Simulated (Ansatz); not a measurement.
KF (Carobbiite):

```
CELL_PARAMETERS angstrom
0.00000 2.67185 2.67185
2.67185 0.00000 2.67185
2.67185 2.67185 0.00000
ATOMIC_POSITIONS crystal
K 0.00000 0.00000 0.00000
F 0.50000 0.50000 0.50000
```

Base run:

```yaml
Program: Ansatz 0.2.0
Functional: LDA
Potentials_or_basis: JTH PAW LDA
Cutoff: 1500 eV
Density_cutoff: 7500 eV
k_mesh: 9 × 9 × 9
Occupations: tetrahedron
Spin: no spin polarisation
```

Its results: band gap on the k mesh 5.80 eV, direct; pressure -3.3 GPa.

Question: The run is repeated on the same cell with these changes: functional from LDA to RPBE; potentials or basis from JTH PAW LDA to PseudoDojo standard (LDA files); cutoff from 1500 eV to 1143 eV; density cutoff from 7500 eV to 4572 eV. What comes out?

Answer: Band gap on the k mesh 6.62 eV, direct; pressure 3.7 GPa.

Caveats: odd divisions of the mesh miss points on the zone boundary, where band edges often lie, so the gap on the mesh can be too wide; the potentials were made for another functional, which shifts forces and pressure (some runs).

A k mesh can miss the band edges.

Not every run made on this cell is shown here.
